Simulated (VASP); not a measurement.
# ZnS in VASP: work function with PBE

Aim: the work function of ZnS with PBE.

Program: VASP 6.6.1. These are calculated values, not measurements. Logs are shortened: lines on timing, memory, paths and dates and some standing lists are left out, and cuts for length are marked.

## 1. The cell of the first run

The cell holds a slab with vacuum, 8 atoms: a = 3.811 Å, b = 3.811 Å, c = 25.068 Å, α = 90.00°, β = 90.00°, γ = 120.00°.

## 2. Work function, PBE (the (0 0 1) slab of ZnS, cut from the database cell, not relaxed)

The input, INCAR:

```
SYSTEM = ZnS
PREC = Accurate ; ENCUT = 520
EDIFF = 1E-7 ; ISMEAR = 0
SIGMA = 0.05 ; LREAL = .False.
LASPH = .True. ; NELM = 100
ALGO = Normal ; ISIF = 2
LWAVE = .False. ; LCHARG = .True.
LDIPOL = .True. ; IDIPOL = 3
DIPOL = 0.5 0.5 0.500 ; GGA = PE
LELF = .True. ; LVHAR = .True.
LVACPOTAV = .True.
```

The input, KPOINTS:

```
regular mesh
0
Gamma
  8 8 1
  0 0 0
```

The input, POSCAR:

```
ZnS
1.0
    3.8109987816      0.0000000000      0.0000000000
   -1.9054993908      3.3004217586      0.0000000000
    0.0000000000      0.0000000000     25.0679100000
S Zn
4 4
Direct
    0.3333333333      0.6666666666      0.2991872877
    0.6666666667      0.3333333334      0.4235295244
    0.3333333333      0.6666666666      0.5478717611
    0.6666666667      0.3333333334      0.6722139979
    0.6666666667      0.3333333334      0.3277860021
    0.3333333333      0.6666666666      0.4521282389
    0.6666666667      0.3333333334      0.5764704756
    0.3333333333      0.6666666666      0.7008127123
```

Potentials or basis: VASP PAW PBE potentials, release 64 (S, Zn).

Command:

```
$ cat potpaw_PBE.64/S/POTCAR potpaw_PBE.64/Zn/POTCAR > POTCAR
$ mpirun -np 1 vasp_std > vasp.out
```

OUTCAR:

```text
SYSTEM = ZnS
   PREC = Accurate
   ENCUT = 520
   EDIFF = 1E-7
   ISMEAR = 0
   LREAL = .False.
   LASPH = .True.
   NELM = 100
   ISIF = 2
   GGA = PE

 ion  position               nearest neighbor table
   1  0.333  0.667  0.299-   5 2.31   5 2.31   5 2.31
   2  0.667  0.333  0.424-   6 2.31   6 2.31   6 2.31   5 2.40
   3  0.333  0.667  0.548-   7 2.31   7 2.31   7 2.31   6 2.40
   4  0.667  0.333  0.672-   8 2.31   8 2.31   8 2.31   7 2.40
   5  0.667  0.333  0.328-   1 2.31   1 2.31   1 2.31   2 2.40
   6  0.333  0.667  0.452-   2 2.31   2 2.31   2 2.31   3 2.40
   7  0.667  0.333  0.576-   3 2.31   3 2.31   3 2.31   4 2.40
   8  0.333  0.667  0.701-   4 2.31   4 2.31   4 2.31

  LATTYP: Found a hexagonal cell.
 ALAT       =     3.8109987816
 C/A-ratio  =     6.5777795892

  Lattice vectors:

 A1 = (   3.8109987816,   0.0000000000,   0.0000000000)
 A2 = (  -1.9054993908,   3.3004217586,   0.0000000000)
 A3 = (   0.0000000000,   0.0000000000,  25.0679100000)

Analysis of symmetry for initial positions (statically):
=====================================================================
 Subroutine PRICEL returns:
 Original cell was already a primitive cell.

 Routine SETGRP: Setting up the symmetry group for a
 hexagonal supercell.

 Subroutine GETGRP returns: Found  6 space group operations
 (whereof  6 operations were pure point group operations)
 out of a pool of 24 trial point group operations.

The static configuration has the point symmetry C_3v.

Analysis of symmetry for dynamics (positions and initial velocities):
=====================================================================
 Subroutine PRICEL returns:
 Original cell was already a primitive cell.

 Routine SETGRP: Setting up the symmetry group for a
 hexagonal supercell.

 Subroutine GETGRP returns: Found  6 space group operations
 (whereof  6 operations were pure point group operations)
 out of a pool of 24 trial point group operations.

The dynamic configuration has the point symmetry C_3v.

 Subroutine INISYM returns: Found  6 space group operations
 (whereof  6 operations are pure point group operations),
 and found     1 'primitive' translations

----------------------------------------------------------------------------------------

[... 97 lines left out ...]
   POTIM  = 0.5000    time-step for ionic-motion
   TEBEG  =    0.0;   TEEND  =   0.0 temperature during run
   PSTRESS=    0.0 pullay stress
   NELECT =      72.0000    total number of electrons
   NUPDOWN=      -1.0000    fix difference up-down
   EMIN   =  10.00;   EMAX   =-10.00  energy-range for DOS
   EFERMI =   0.00;   METHOD = LEGACY
   ISMEAR =     0;   SIGMA  =   0.05  broadening in eV -4-tet -1-fermi 0-gaus
   EFERMI_NEDOS =   21; number of points for ismear=-14 and -15
   IALGO  =     38    algorithm
   IMIX   =      4    mixing-type and parameters
     AMIX     =   0.40;   BMIX     =  1.00
     AMIX_MAG =   1.60;   BMIX_MAG =  1.00
  volume/ion in A,a.u.               =      39.41       265.97
  Fermi-wavevector in a.u.,A,eV,Ry     =   1.000638  1.890931 13.623185  1.001276
  Thomas-Fermi vector in A             =   2.133007
   LORBIT       =      0    0 simple, 1 ext, 2 COOP (PROOUT), +10 PAW based schemes
   GGA     = PE    functional components
   LHFCALC =     F    Hartree Fock is set to
   AEXX    =    0.0000 exact exchange contribution
   IVDW    =     0    specifies the selected vdW correction
   LEPSILON=     F    determine dielectric tensor
   LRPA    =     F    only Hartree local field effects (RPA)
 non-spin polarized calculation
 Gauss-broadening in eV      SIGMA  =   0.05
  energy-cutoff  :      520.00
  volume of cell :      315.30
 maximum number of plane-waves:      8541
   NGX = 15   NGY = 15   NGZ = 93

 dipolmoment           0.000000      0.000000      0.000005 electrons x Angstroem

 number of electron      71.9999972 magnetization

 dipolmoment           0.000000      0.000000     -0.297987 electrons x Angstroem

 Free energy of the ion-electron system (eV)
  ---------------------------------------------------
  ext. energy  EPLUGINS =         0.00000000
  ---------------------------------------------------
  free energy    TOTEN  =       -25.39589755 eV

  energy without entropy =      -25.39028585  energy(sigma->0) =      -25.39309170

 E-fermi :  -0.9810     XC(G=0):  -5.3872

 val. band max:       -1.0096583714   @ k =   0.1250   0.0000   0.0000
 cond. band min:      -0.9520598236   @ k =   0.1250   0.1250   0.0000
 fundamental gap:      0.0575985477
 Fermi energy:        -0.9809978630

 k-point     1 :       0.0000    0.0000    0.0000
  band No.  band energies     occupation
      1     -16.3001      2.00000
      2     -15.1523      2.00000
      3     -13.9989      2.00000
      4     -12.6290      2.00000
      5      -9.9225      2.00000
      6      -9.9225      2.00000
[... 449 lines left out ...]
     42       4.0399      0.00000
     43       4.3022      0.00000

------------------------ aborting loop because EDIFF is reached ----------------------------------------

  FORCE on cell =-STRESS in cart. coord.  units (eV):
  Direction    XX          YY          ZZ          XY          YZ          ZX
  --------------------------------------------------------------------------------------
  -------------------------------------------------------------------------------------
  Total        1.3731918      1.3731918      2.9182948     -0.0000000      0.0000000      0.0000000
  in kB        6.9777502      6.9777502     14.8290514     -0.0000000      0.0000000      0.0000000
  external PRESSURE =       9.5948506 kB  Pullay stress =       0.0000000 kB

 VOLUME and BASIS-vectors are now :
 -----------------------------------------------------------------------------
  energy-cutoff  :      520.00
  volume of cell :      315.30
      direct lattice vectors                 reciprocal lattice vectors
     3.810998782  0.000000000  0.000000000     0.262398405  0.151495789  0.000000000
    -1.905499391  3.300421759  0.000000000     0.000000000  0.302991579  0.000000000
     0.000000000  0.000000000 25.067910000     0.000000000  0.000000000  0.039891638

 POSITION                                       TOTAL-FORCE (eV/Angst)
 -----------------------------------------------------------------------------------
     -0.00000      2.20028      7.50000        -0.000000      0.000000     -0.078366
      1.90550      1.10014     10.61700        -0.000000      0.000000      0.506577
     -0.00000      2.20028     13.73400        -0.000000      0.000000      0.375637
      1.90550      1.10014     16.85100        -0.000000      0.000000      0.791062
      1.90550      1.10014      8.21691         0.000000     -0.000000     -0.389924
     -0.00000      2.20028     11.33391        -0.000000      0.000000     -0.426894
      1.90550      1.10014     14.45091         0.000000     -0.000000     -0.443521
     -0.00000      2.20028     17.56791        -0.000000     -0.000000     -0.334571
 -----------------------------------------------------------------------------------
    total drift:                               -0.000000     -0.000000     -0.000644

  FREE ENERGIE OF THE ION-ELECTRON SYSTEM (eV)
  ---------------------------------------------------
  free  energy   TOTEN  =       -25.3958975525 eV

  energy  without entropy=      -25.3902858500  energy(sigma->0) =      -25.39309170

 vacuum level on the upper side and lower side of the slab         1.927         6.216
```

OSZICAR:

```text
N       E                     dE             d eps       ncg     rms          rms(c)
DAV:   1     0.547429976793E+03    0.54743E+03   -0.31888E+04   868   0.163E+03
DAV:   2     0.464881407487E+02   -0.50094E+03   -0.48594E+03   970   0.368E+02
DAV:   3    -0.246964356391E+02   -0.71185E+02   -0.70791E+02   958   0.144E+02
DAV:   4    -0.284166217009E+02   -0.37202E+01   -0.37050E+01  1024   0.306E+01
[... 28 lines left out ...]
DAV:  33    -0.253958978488E+02   -0.49333E-05   -0.80018E-06  1197   0.262E-02    0.115E-02
DAV:  34    -0.253958960761E+02    0.17726E-05   -0.59898E-06  1061   0.199E-02    0.778E-03
DAV:  35    -0.253958970474E+02   -0.97128E-06   -0.34438E-07   877   0.430E-03    0.744E-03
DAV:  36    -0.253958975361E+02   -0.48874E-06   -0.16575E-06   762   0.800E-03    0.647E-03
DAV:  37    -0.253958975525E+02   -0.16384E-07   -0.15233E-07   701   0.602E-03
   1 F= -.25395898E+02 E0= -.25393092E+02  d E =-.561170E-02
```

stdout:

```text
POSCAR found type information on POSCAR S Zn
 POSCAR found :  2 types and       8 ions
 scaLAPACK will be used
 LDA part: xc-table for (Slater+PW92), standard interpolation
 POSCAR, INCAR and KPOINTS ok, starting setup
 FFT: planning ... GRIDC
 FFT: planning ... GRID_SOFT
 FFT: planning ... GRID
 WAVECAR not read
 entering main loop
 -----------------------------------------------------------------------------
|                                                                             |
|           W    W    AA    RRRRR   N    N  II  N    N   GGGG   !!!           |
|           W    W   A  A   R    R  NN   N  II  NN   N  G    G  !!!           |
|           W    W  A    A  R    R  N N  N  II  N N  N  G       !!!           |
|           W WW W  AAAAAA  RRRRR   N  N N  II  N  N N  G  GGG   !            |
|           WW  WW  A    A  R   R   N   NN  II  N   NN  G    G                |
|           W    W  A    A  R    R  N    N  II  N    N   GGGG   !!!           |
|                                                                             |
|     Did not find any points to average over, which means that no vacuum     |
|     field-free region was found. Please increase the size of  your cell     |
|     in the dimension of the dipole correction to obtain accurate            |
|     workfunction values.                                                    |
|                                                                             |
 -----------------------------------------------------------------------------
```

It took 3.5 min on 1 thread of Intel Xeon 6975P-C (Granite Rapids), shared host; peak memory 0.44 GiB.

What came out:

```
Free energy                     : -25.3959 eV
Largest force                   : 0.791 eV/Å
Band gap on the k mesh          : none (metal or under the smearing width)
Work function of the upper face : 2.91 eV
Work function of the lower face : 7.20 eV
```

Forces on the atoms (eV/Å):
```
S    0.000  0.000 -0.078
S    0.000  0.000  0.507
S    0.000  0.000  0.376
S    0.000  0.000  0.791
Zn   0.000  0.000 -0.390
Zn   0.000  0.000 -0.427
Zn   0.000  0.000 -0.444
Zn   0.000  0.000 -0.335
```
